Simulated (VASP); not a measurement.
# Ir (P6_3/mmc) in VASP: a series of runs

One crystal, Ir, is run at these levels: PBE; tasks: single point.

Program: VASP 6.6.1. These are calculated values, not measurements. Logs are shortened: lines on timing, memory, paths and dates and some standing lists are left out, and cuts for length are marked.

### 1 The structure

Symmetry: P6_3/mmc, No. 194, hexagonal system. The conventional cell has a = 2.751 Å, b = 2.751 Å, c = 4.462 Å, α = 90.00°, β = 90.00°, γ = 120.00°. Ir (site symmetry -6m2) is surrounded by 12 Ir at 2.74 to 2.75 Å.

This isn't the form of Ir at room conditions, which is fcc.

### 2 Single point, PBE

File INCAR:

```
SYSTEM = Ir
ADDGRID = .FALSE. ; ALGO = Normal
EDIFF = 1E-6 ; ENCUT = 650
GGA = PE ; ISIF = 2
ISMEAR = 0 ; LASPH = .TRUE.
LCHARG = .FALSE. ; LREAL = .FALSE.
LWAVE = .FALSE. ; NELM = 100
PREC = Accurate ; SIGMA = 0.2
```

File KPOINTS:

```
k-points
0
G
  5 5 3
  0 0 0
```

File POSCAR:

```
Ir
1.0
    2.7513778946      0.0000000000      0.0000000000
   -1.3756889473      2.3827631521      0.0000000000
    0.0000000000      0.0000000000      4.4622900000
Ir
2
Direct
    0.3583140000      0.6617470000      0.2121330000
    0.6598720000      0.3587530000      0.7691070000
```

Potentials or basis: VASP PAW PBE potentials, release 64 (Ir).

Command:

```bash
$ cat potpaw_PBE.64/Ir/POTCAR > POTCAR
$ mpirun -np 1 vasp_std > vasp.out
```

OUTCAR:

```text
SYSTEM = Ir
   EDIFF = 1E-6
   ENCUT = 650
   GGA = PE
   ISIF = 2
   ISMEAR = 0
   LASPH = .TRUE.
   LREAL = .FALSE.
   NELM = 100
   PREC = Accurate

 Found     38 irreducible k-points:

 Following reciprocal coordinates:
            Coordinates               Weight
  0.000000  0.000000  0.000000      1.000000
  0.200000 -0.000000  0.000000      2.000000
  0.000000  0.200000  0.000000      2.000000
 -0.200000  0.200000  0.000000      2.000000
  0.400000 -0.000000  0.000000      2.000000
  0.000000  0.400000  0.000000      2.000000
   k-points           NKPTS =     38   k-points in BZ     NKDIM =     38   number of bands    NBANDS=     13
   number of dos      NEDOS =    301   number of ions     NIONS =      2
   total plane-waves  NPLWV =  23040
   dimension x,y,z NGX =    24 NGY =   24 NGZ =   40
   dimension x,y,z NGXF=    48 NGYF=   48 NGZF=   80
   ions per type =               2
   NGX,Y,Z   is equivalent  to a cutoff of  14.50, 14.50, 14.90 a.u.
   NGXF,Y,Z  is equivalent  to a cutoff of  29.00, 29.00, 29.80 a.u.
 SYSTEM =  Ir
   PREC   = accura    normal or accurate (medium, high low for compatibility)
   ISTART =      0    job   : 0-new  1-cont  2-samecut
   ICHARG =      2    charge: 1-file 2-atom 10-const
   ISPIN  =      1    spin polarized calculation?
   LNONCOLLINEAR =      F non collinear calculations
   LSORBIT =      F    spin-orbit coupling
   LASPH  =      T    aspherical Exc in radial PAW
   ENCUT  =  650.0 eV  47.77 Ry    6.91 a.u.   5.72  5.72  9.28*2*pi/ulx,y,z
   NELM   =    100;   NELMIN=  2; NELMDL= -5     # of ELM steps
   EDIFF  = 0.1E-05   stopping-criterion for ELM
[... 8 lines left out ...]
   TEBEG  =    0.0;   TEEND  =   0.0 temperature during run
   PSTRESS=    0.0 pullay stress
   NELECT =      18.0000    total number of electrons
   NUPDOWN=      -1.0000    fix difference up-down
   EMIN   =  10.00;   EMAX   =-10.00  energy-range for DOS
   EFERMI =   0.00;   METHOD = LEGACY
   ISMEAR =     0;   SIGMA  =   0.20  broadening in eV -4-tet -1-fermi 0-gaus
   EFERMI_NEDOS =   21; number of points for ismear=-14 and -15
   IALGO  =     38    algorithm
   IMIX   =      4    mixing-type and parameters
     AMIX     =   0.40;   BMIX     =  1.00
     AMIX_MAG =   1.60;   BMIX_MAG =  1.00
  volume/ion in A,a.u.               =      14.63        98.71
  Fermi-wavevector in a.u.,A,eV,Ry     =   1.392417  2.631287 26.379323  1.938826
  Thomas-Fermi vector in A             =   2.516162
   LORBIT       =      0    0 simple, 1 ext, 2 COOP (PROOUT), +10 PAW based schemes
   GGA     = PE    functional components
   LHFCALC =     F    Hartree Fock is set to
   AEXX    =    0.0000 exact exchange contribution
   IVDW    =     0    specifies the selected vdW correction
   LEPSILON=     F    determine dielectric tensor
   LRPA    =     F    only Hartree local field effects (RPA)
 non-spin polarized calculation
 Gauss-broadening in eV      SIGMA  =   0.20
  energy-cutoff  :      650.00
  volume of cell :       29.25
 maximum number of plane-waves:      1110
   NGX = 11   NGY = 11   NGZ = 19

 number of electron      18.0000001 magnetization

 Free energy of the ion-electron system (eV)
  ---------------------------------------------------
  ext. energy  EPLUGINS =         0.00000000
  ---------------------------------------------------
  free energy    TOTEN  =       -16.96623695 eV

  energy without entropy =      -16.92129714  energy(sigma->0) =      -16.94376705

 E-fermi :  10.0965     XC(G=0): -13.7515

 val. band max:       10.0911794258   @ k =   0.0000   0.0000   0.3333
 cond. band min:      10.1037134677   @ k =   0.4000  -0.4000   0.3333
 fundamental gap:      0.0125340419
 Fermi energy:        10.0965049384

 k-point     1 :       0.0000    0.0000    0.0000
  band No.  band energies     occupation
      1      -0.9580      2.00000
      2       1.8886      2.00000
      3       5.8590      2.00000
      4       5.9657      2.00000
      5       6.0541      2.00000
      6       6.2876      2.00000
      7       6.6585      2.00000
      8       7.7419      2.00000
      9       8.4024      2.00000
     10       9.5984      1.99957
     11       9.9290      1.76386
     12      10.8256      0.00000
     13      16.0418      0.00000

 k-point     2 :       0.2000   -0.0000    0.0000
  band No.  band energies     occupation
      1       0.4271      2.00000
      2       2.8543      2.00000
      3       4.7223      2.00000
      4       5.7025      2.00000
      5       6.1021      2.00000
      6       6.4062      2.00000
      7       7.2085      2.00000
      8       7.4780      2.00000
      9       7.9463      2.00000
     10       8.3521      2.00000
     11      10.8545      0.00000
     12      14.5899      0.00000
     13      16.2687      0.00000

 k-point     3 :       0.0000    0.2000    0.0000
  band No.  band energies     occupation
      1       0.4278      2.00000
      2       2.8576      2.00000
      3       4.7227      2.00000
      4       5.6960      2.00000
      5       6.1018      2.00000
      6       6.4133      2.00000
      7       7.2095      2.00000
      8       7.4816      2.00000
      9       7.9374      2.00000
     10       8.3521      2.00000
     11      10.8456      0.00000
     12      14.5990      0.00000
     13      16.2684      0.00000

 k-point     4 :      -0.2000    0.2000    0.0000
  band No.  band energies     occupation
      1       0.4610      2.00000
      2       3.0110      2.00000
      3       4.7547      2.00000
      4       5.3604      2.00000
      5       6.4227      2.00000
      6       6.5632      2.00000
      7       7.2679      2.00000
      8       7.2834      2.00000
      9       7.7369      2.00000
     10       8.2892      2.00000
     11      10.5705      0.00080
     12      15.0182      0.00000
     13      16.2889      0.00000

 k-point     5 :       0.4000   -0.0000    0.0000
  band No.  band energies     occupation
      1       2.2862      2.00000
      2       2.6099      2.00000
      3       3.3454      2.00000
      4       5.7076      2.00000
      5       6.3362      2.00000
      6       6.9682      2.00000
      7       7.1543      2.00000
      8       9.8279      1.94250
      9      10.3792      0.04559
     10      10.6281      0.00017
     11      11.0512      0.00000
     12      16.5688      0.00000
     13      17.0196      0.00000

 k-point     6 :       0.0000    0.4000    0.0000
  band No.  band energies     occupation
      1       2.2903      2.00000
      2       2.6144      2.00000
      3       3.3502      2.00000
      4       5.7119      2.00000
      5       6.3294      2.00000
      6       6.9616      2.00000
      7       7.1445      2.00000
      8       9.8264      1.94386
      9      10.3796      0.04533
     10      10.6311      0.00016
     11      11.0448      0.00000
     12      16.5732      0.00000
     13      17.0170      0.00000

 [... further k-points ...]
[... 5 lines left out ...]
  --------------------------------------------------------------------------------------
  -------------------------------------------------------------------------------------
  Total        2.2955390      1.6976184      3.3115764     -0.5225248      0.8668964     -1.5302807
  in kB      125.7205728     92.9740489    181.3662394    -28.6172931     47.4776112    -83.8094098
  external PRESSURE =     133.3536204 kB  Pullay stress =       0.0000000 kB

 VOLUME and BASIS-vectors are now :
 -----------------------------------------------------------------------------
  energy-cutoff  :      650.00
  volume of cell :       29.25
      direct lattice vectors                 reciprocal lattice vectors
     2.751377895  0.000000000  0.000000000     0.363454254  0.209840411  0.000000000
    -1.375688947  2.382763152  0.000000000     0.000000000  0.419680823  0.000000000
     0.000000000  0.000000000  4.462290000     0.000000000  0.000000000  0.224100182

 POSITION                                       TOTAL-FORCE (eV/Angst)
 -----------------------------------------------------------------------------------
      0.07550      1.57679      0.94660        -0.890623      0.502384      3.341796
      1.32202      0.85482      3.43198         0.890623     -0.502384     -3.341796
 -----------------------------------------------------------------------------------
    total drift:                               -0.000000      0.000000     -0.000001

  FREE ENERGIE OF THE ION-ELECTRON SYSTEM (eV)
  ---------------------------------------------------
  free  energy   TOTEN  =       -16.9662369512 eV

  energy  without entropy=      -16.9212971439  energy(sigma->0) =      -16.94376705
```

Wall time 16 s (1 thread of Intel Xeon Platinum 8375C at 2.90GHz (Ice Lake), shared host); peak memory 0.17 GiB.

These settings aren't checked as converged: the numbers below hold their error.

What came out:

```
Free energy            : -16.9662 eV
Pressure               : 13.3 GPa
Largest force          : 3.495 eV/Å
Band gap on the k mesh : none (metal or under the smearing width)
```

Caveat: the k mesh is coarse (spacing up to 0.53 Å⁻¹), so the values aren't converged.

### 3 Single point, PBE

INCAR, as its differences from that of step 2:

```diff
@@ -2,3 +2,3 @@
 ADDGRID = .FALSE. ; ALGO = Normal
-EDIFF = 1E-6 ; ENCUT = 650
+EDIFF = 1E-6 ; ENCUT = 400
 GGA = PE ; ISIF = 2
```

File KPOINTS:

```
k-points
0
G
  7 7 4
  0 0 0
```

File POSCAR:

```
Ir
1.0
    2.7513778946      0.0000000000      0.0000000000
   -1.3756889473      2.3827631521      0.0000000000
    0.0000000000      0.0000000000      4.4622900000
Ir
2
Direct
    0.3333333333      0.6666666667      0.2500000000
    0.6666666667      0.3333333333      0.7500000000
```

Potentials or basis: VASP PAW PBE potentials, release 64 (Ir).

Command:

```bash
$ cat potpaw_PBE.64/Ir/POTCAR > POTCAR
$ mpirun -np 1 vasp_std > vasp.out
```

Wall time 6.9 s (1 thread of Intel Xeon Platinum 8375C at 2.90GHz (Ice Lake), shared host); peak memory 0.13 GiB.

The run converged, but some of its settings lie outside the range that counts as converged, so its numbers aren't taken as properties of the crystal.

What came out:

```yaml
Free_energy: -17.6705 eV
Pressure: -1.9 GPa
Band_gap_on_the_k_mesh: none (metal or under the smearing width)
```

Caveat: the k mesh is coarse (spacing up to 0.38 Å⁻¹), so the values aren't converged.

### 4 Single point, PBE

INCAR is that of step 3.

KPOINTS is that of step 3.

File POSCAR:

```
Ir
1.0
    2.7513778946      0.0000000000      0.0000000000
   -1.3756889473      2.3827631521      0.0000000000
    0.0000000000      0.0000000000      4.4622900000
Ir
2
Direct
    0.3583140000      0.6617470000      0.2121330000
    0.6598720000      0.3587530000      0.7691070000
```

Command:

```bash
$ cat potpaw_PBE.64/Ir/POTCAR > POTCAR
$ mpirun -np 1 vasp_std > vasp.out
```

It took 23 s on 1 thread of Intel Xeon Platinum 8375C at 2.90GHz (Ice Lake), shared host; peak memory 0.14 GiB.

The run converged, but some of its settings lie outside the range that counts as converged, so its numbers aren't taken as properties of the crystal.

Results:

| Quantity | Value |
| --- | --- |
| Free energy | -17.1230 eV |
| Pressure | 12.2 GPa |
| Largest force | 3.981 eV/Å |
| Band gap on the k mesh | none (metal or under the smearing width) |

Caveat: the k mesh is coarse (spacing up to 0.38 Å⁻¹), so the values aren't converged.

### 5 Single point, PBE

INCAR, as its differences from that of step 4:

```diff
@@ -2,3 +2,3 @@
 ADDGRID = .FALSE. ; ALGO = Normal
-EDIFF = 1E-6 ; ENCUT = 400
+EDIFF = 1E-6 ; ENCUT = 220
 GGA = PE ; ISIF = 2
```

File KPOINTS:

```
k-points
0
G
  10 10 5
  0 0 0
```

File POSCAR:

```
Ir
1.0
    2.7513778946      0.0000000000      0.0000000000
   -1.3756889473      2.3827631521      0.0000000000
    0.0000000000      0.0000000000      4.4622900000
Ir
2
Direct
    0.3333333333      0.6666666667      0.2500000000
    0.6666666667      0.3333333333      0.7500000000
```

Potentials or basis: VASP PAW PBE potentials, release 64 (Ir).

Command:

```bash
$ cat potpaw_PBE.64/Ir/POTCAR > POTCAR
$ mpirun -np 1 vasp_std > vasp.out
```

OUTCAR:

```text
SYSTEM = Ir
   EDIFF = 1E-6
   ENCUT = 220
   GGA = PE
   ISIF = 2
   ISMEAR = 0
   LASPH = .TRUE.
   LREAL = .FALSE.
   NELM = 100
   PREC = Accurate

 Found     42 irreducible k-points:

 Following reciprocal coordinates:
            Coordinates               Weight
  0.000000  0.000000  0.000000      1.000000
  0.100000 -0.000000  0.000000      6.000000
  0.200000 -0.000000  0.000000      6.000000
  0.300000  0.000000  0.000000      6.000000
  0.400000 -0.000000  0.000000      6.000000
  0.500000 -0.000000  0.000000      3.000000
[... 167 lines left out ...]
     11      12.7916      0.00000
     12      14.2038      0.00000
     13      18.0036      0.00000

 [... further k-points ...]
[... 5 lines left out ...]
  --------------------------------------------------------------------------------------
  -------------------------------------------------------------------------------------
  Total       -0.6132260     -0.6132260      0.1149334      0.0000000      0.0000000      0.0000000
  in kB      -33.5847562    -33.5847562      6.2945985      0.0000000      0.0000000      0.0000000
  external PRESSURE =     -20.2916379 kB  Pullay stress =       0.0000000 kB

 VOLUME and BASIS-vectors are now :
 -----------------------------------------------------------------------------
  energy-cutoff  :      220.00
  volume of cell :       29.25
      direct lattice vectors                 reciprocal lattice vectors
     2.751377895  0.000000000  0.000000000     0.363454254  0.209840411  0.000000000
    -1.375688947  2.382763152  0.000000000     0.000000000  0.419680823  0.000000000
     0.000000000  0.000000000  4.462290000     0.000000000  0.000000000  0.224100182

 POSITION                                       TOTAL-FORCE (eV/Angst)
 -----------------------------------------------------------------------------------
     -0.00000      1.58851      1.11557         0.000000      0.000000      0.000000
      1.37569      0.79425      3.34672        -0.000000      0.000000      0.000000
 -----------------------------------------------------------------------------------
    total drift:                                0.000000     -0.000000     -0.000000

  FREE ENERGIE OF THE ION-ELECTRON SYSTEM (eV)
  ---------------------------------------------------
  free  energy   TOTEN  =       -17.5664336463 eV

  energy  without entropy=      -17.5071757692  energy(sigma->0) =      -17.53680471
```

stdout:

```text
POSCAR found type information on POSCAR Ir
 POSCAR found :  1 types and       2 ions
 scaLAPACK will be used
 LDA part: xc-table for (Slater+PW92), standard interpolation
 POSCAR, INCAR and KPOINTS ok, starting setup
 FFT: planning ... GRIDC
 FFT: planning ... GRID_SOFT
 FFT: planning ... GRID
 WAVECAR not read
 entering main loop
```

Wall time 5.5 s (1 thread of Intel Xeon Platinum 8375C at 2.90GHz (Ice Lake), shared host); peak memory 0.11 GiB.

The run converged, but some of its settings lie outside the range that counts as converged, so its numbers aren't taken as properties of the crystal.

What came out:

```
Free energy            : -17.5664 eV
Band gap on the k mesh : none (metal or under the smearing width)
```

Caveat: the cutoff is under 1.25 times the usual one of these potentials, so pressure, stress and relaxed cells hold a basis-set (Pulay) error.

### 6 Single point, PBE

INCAR is that of step 5.

KPOINTS is that of step 5.

File POSCAR:

```
Ir
1.0
    2.7513778946      0.0000000000      0.0000000000
   -1.3756889473      2.3827631521      0.0000000000
    0.0000000000      0.0000000000      4.4622900000
Ir
2
Direct
    0.3583140000      0.6617470000      0.2121330000
    0.6598720000      0.3587530000      0.7691070000
```

Potentials or basis: VASP PAW PBE potentials, release 64 (Ir).

Command:

```bash
$ cat potpaw_PBE.64/Ir/POTCAR > POTCAR
$ mpirun -np 1 vasp_std > vasp.out
```

Run time: 20 s. Hardware: 1 thread of Intel Xeon Platinum 8375C at 2.90GHz (Ice Lake), shared host; peak memory 0.13 GiB.

The run converged, but some of its settings lie outside the range that counts as converged, so its numbers aren't taken as properties of the crystal.

What came out:

| Item | Value |
| --- | --- |
| Free energy | -17.0860 eV |
| Largest force | 3.688 eV/Å |
| Band gap on the k mesh | none (metal or under the smearing width) |

Caveat: the cutoff is under 1.25 times the usual one of these potentials, so pressure, stress and relaxed cells hold a basis-set (Pulay) error.
